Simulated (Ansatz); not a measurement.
An Ansatz input and the part of its output that reports the observables at the nuclei.

The cell is an entry of the Crystallography Open Database (COD), relaxed with PBE at fixed cell and then changed (volume scaled by 1.02, ions relaxed).

```yaml
crystal:
  lattice:
    - [2.5859140986, 1.4929782009, 4.5293693453]
    - [-2.5859140986, 1.4929782009, 4.5293693453]
    - [0.0, -2.9859564019, 4.5293693453]
  atoms:
    - { symbol: Li, position: [0.75, 0.75, 0.75] }
    - { symbol: Li, position: [0.25, 0.25, 0.25] }
    - { symbol: Nb, position: [0.5, 0.5, 0.5] }
    - { symbol: Nb, position: [0.0, 0.0, 0.0] }
    - { symbol: O, position: [0.6215198159, 0.8784801841, 0.25] }
    - { symbol: O, position: [0.25, 0.6215198159, 0.8784801841] }
    - { symbol: O, position: [0.8784801841, 0.25, 0.6215198159] }
    - { symbol: O, position: [0.75, 0.3784801841, 0.1215198159] }
    - { symbol: O, position: [0.3784801841, 0.1215198159, 0.75] }
    - { symbol: O, position: [0.1215198159, 0.75, 0.3784801841] }
kpoints:
  mp_grid: { grid: [7, 7, 7] }
scf:
  occupations: { method: fermi_dirac, width: 0.02 }
hamiltonian:
  xc: pbe
  pseudopotentials: { kind: paw }
output:
  forces: true
  stress: true
  populations: true
  efg:
    quadrupole_moments_barn: { Li: -0.0401, Nb: -0.32, O: -0.02558 }
    contact_densities: true
relax:
  f_tol: 0.02
  max_steps: 60
```

```sh
ansatz run input.yaml --threads 4 --pin off --max-ram 8192MiB --backend cpu --events-out ev --progress --plain --runs-dir out
```

The run relaxes the ions first, and the block belongs to the relaxed positions.

Of the output, the block on the nuclei alone is shown; the set-up, the SCF iterations, energies, forces and stress are cut.

```
--- PAW observables at the nuclei: V_zz in 10²¹ V/m², potentials from the cell's mean, atoms counted from 1 ---
  atom   1  Li V_zz =    +0.263645   η = 0.0000   by run symmetry: allowed   C_q = -0.2556 MHz
            electrostatic potential = -172.532532 V   contact ρ = 94.516044 e/Å³
  atom   2  Li V_zz =    +0.263645   η = 0.0000   by run symmetry: allowed   C_q = -0.2556 MHz
            electrostatic potential = -172.532532 V   contact ρ = 94.516044 e/Å³
  atom   3  Nb V_zz =    -0.038654   η = 0.0000   by run symmetry: allowed   C_q = +0.2991 MHz
            electrostatic potential = -6133.157337 V   contact ρ = 540935.363706 e/Å³
  atom   4  Nb V_zz =    -0.038654   η = 0.0000   by run symmetry: allowed   C_q = +0.2991 MHz
            electrostatic potential = -6133.157337 V   contact ρ = 540935.363706 e/Å³
  atom   5  O  V_zz =    +0.878910   η = 0.4668   by run symmetry: allowed   C_q = -0.5436 MHz
            electrostatic potential = -624.498001 V   contact ρ = 2157.197197 e/Å³
  atom   6  O  V_zz =    +0.878910   η = 0.4668   by run symmetry: allowed   C_q = -0.5436 MHz
            electrostatic potential = -624.498001 V   contact ρ = 2157.197197 e/Å³
  atom   7  O  V_zz =    +0.878910   η = 0.4668   by run symmetry: allowed   C_q = -0.5436 MHz
            electrostatic potential = -624.498001 V   contact ρ = 2157.197197 e/Å³
  atom   8  O  V_zz =    +0.878910   η = 0.4668   by run symmetry: allowed   C_q = -0.5436 MHz
            electrostatic potential = -624.498001 V   contact ρ = 2157.197197 e/Å³
  atom   9  O  V_zz =    +0.878910   η = 0.4668   by run symmetry: allowed   C_q = -0.5436 MHz
            electrostatic potential = -624.498001 V   contact ρ = 2157.197197 e/Å³
  atom  10  O  V_zz =    +0.878910   η = 0.4668   by run symmetry: allowed   C_q = -0.5436 MHz
            electrostatic potential = -624.498001 V   contact ρ = 2157.197197 e/Å³
```

The relaxation (3 steps) took 8.8 s of wall time (32 s of CPU time) and 0.57 GiB at its peak, on 4 threads of Arm Neoverse V1 (aarch64; 8 cores open to the job, memory cap 8.0 GiB, no GPU), a shared host with a load of 0.4 a core.

This high-symmetry form of LiNbO3 is unstable when cold, to polar shifts of Li and Nb. The symmetry of the cell holds that distortion back, wholly or in part, and it would change the field gradients, the more the larger the distortion. Without spin–orbit coupling (the program notes it for Nb) the gradients are little affected as a rule: paired runs on crystals with a gap mostly move them by under 2 % at such atoms. With these PAW files V_zz is typically within 2 to 3 % of all-electron values, but misses above 10 % occur on Li. At this changed cell the PBE pressure is 5 GPa.
